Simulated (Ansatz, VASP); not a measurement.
MgS: VASP beside Ansatz

INCAR

```
PREC     = Accurate       # precision mode
ENCUT    = 600            # plane-wave cutoff, eV
EDIFF    = 1E-6           # SCF threshold, eV
ISMEAR   = -1             # smearing method
SIGMA    = 0.05           # smearing width, eV
LREAL    = F              # projectors in reciprocal space
LASPH    = T              # aspherical terms in the spheres
NELM     = 80             # most SCF steps
ALGO     = Normal         # electronic algorithm
ISIF     = 3              # what is computed and relaxed
LWAVE    = F              # write WAVECAR
LCHARG   = F              # write CHGCAR
GGA      = B5             # functional
ALDAX    = 1.0          
AGGAX    = 1.0          
AGGAC    = 1.0          
ALDAC    = 0.0          
IBRION   = 2              # ionic algorithm
NSW      = 60             # ionic steps
EDIFFG   = -0.02          # ionic threshold
```

The input KPOINTS:

```
Automatic mesh
0
Gamma
  6 6 3
```

File POSCAR:

```
MgS
1.0
    4.0346224068      0.0000000000      0.0000000000
   -2.0173112034      3.4940854990      0.0000000000
    0.0000000000      0.0000000000      6.4322941800
S Mg
2 2
Direct
    0.6666666667      0.3333333333      0.8792441500
    0.3333333333      0.6666666667      0.3792441500
    0.3333333333      0.6666666667      0.9957548500
    0.6666666667      0.3333333333      0.4957548500
```

File input.yaml:

```yaml
crystal:
  lattice:
    - [4.0346224068, 0.0, 0.0]
    - [-2.0173112034, 3.494085499, 0.0]
    - [0.0, 0.0, 6.43229418]
  atoms:
    - { symbol: S, position: [0.6666666667, 0.3333333333, 0.87924415] }
    - { symbol: S, position: [0.3333333333, 0.6666666667, 0.37924415] }
    - { symbol: Mg, position: [0.3333333333, 0.6666666667, 0.99575485] }
    - { symbol: Mg, position: [0.6666666667, 0.3333333333, 0.49575485] }
hamiltonian:
  xc: blyp
  pseudopotentials: { kind: paw }
kpoints:
  mp_grid: { grid: [6, 6, 3] }
scf:
  occupations: { method: fermi_dirac, width: 0.05 }
output:
  forces: true
  stress: true
  eigenvalues: true
relax:
  f_tol: 0.01
  max_steps: 40
  cell: { stress_tol: 0.05 }
```

The cell comes from a database or a generator and needn't be the stable form of this composition.

Alike in both runs: task relaxation of cell and atoms; functional BLYP; k mesh 6 × 6 × 3; occupations fermi-dirac, width 0.05 eV; no spin polarisation.

|  | VASP | Ansatz |
| --- | --- | --- |
| version | VASP 6.6.1 | Ansatz 0.2.0 |
| potentials or method | VASP PAW PBE potentials, release 64 (S, Mg) | Ansatz PAW |
| plane-wave cutoff (eV) | 600 | 420 |
| valence electrons in the cell | 16 | 32 |

Ansatz gave:

* gap on the k mesh at the Fermi level, each at its own relaxed structure (eV): 3.38
* relaxed volume (Å³/atom): 23.70
* relaxed cell length with the largest relative difference (Å): 6.576
* energy change over the relaxation (meV/atom): -8

Problem. What did VASP give for the same quantities?

Solution. gap on the k mesh at the Fermi level, each at its own relaxed structure (eV): 3.38; relaxed volume (Å³/atom): 23.69; relaxed cell length with the largest relative difference (Å): 6.564; energy change over the relaxation (meV/atom): -8.

The two sets of potentials don't hold the same shells in valence.

Caveats: the PAW data sets were made with another functional, which shifts forces and pressure a little (VASP); odd divisions of the mesh miss points on the zone boundary, where band edges often lie, so the gap on the mesh can be too wide (Ansatz); the plane-wave basis is chosen anew once the cell has moved, so the energies of steps on either side of that aren't comparable (Ansatz); the PAW data sets come from PBE, with cores solved anew for the run's functional, which leaves a small shift of forces and pressure (Ansatz).
